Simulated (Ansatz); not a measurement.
ZnO (zincite):

```
CELL_PARAMETERS angstrom
3.24931 0.00000 0.00000
-1.62465 2.81398 0.00000
0.00000 0.00000 5.20571
ATOMIC_POSITIONS crystal
Zn 0.66667 0.33333 0.00000
Zn 0.33333 0.66667 0.50000
O 0.33333 0.66667 0.87901
O 0.66667 0.33333 0.37901
```

Base run:

- Program: Ansatz 0.2.0
- Functional: PBEsol
- Potentials or basis: all-electron LAPW, scalar-relativistic
- Cutoff: 397 eV
- Density cutoff: 1587 eV
- Basis error allowed: 0.002 eV/atom
- k mesh: 9 × 9 × 5
- Occupations: fermi-dirac, width 0.05 eV
- Spin: no spin polarisation

Its results: band gap on the k mesh 0.72 eV, direct; pressure -1.5 GPa; largest force 0.062 eV/Å.

Task: The run is repeated on the same cell with these changes: potentials or basis from all-electron LAPW, scalar-relativistic to all-electron LAPW, non-relativistic. What comes out?

Result: Band gap on the k mesh 0.96 eV, direct; pressure 0.0 GPa; largest force 0.072 eV/Å.

Not every run made on this cell is shown here.
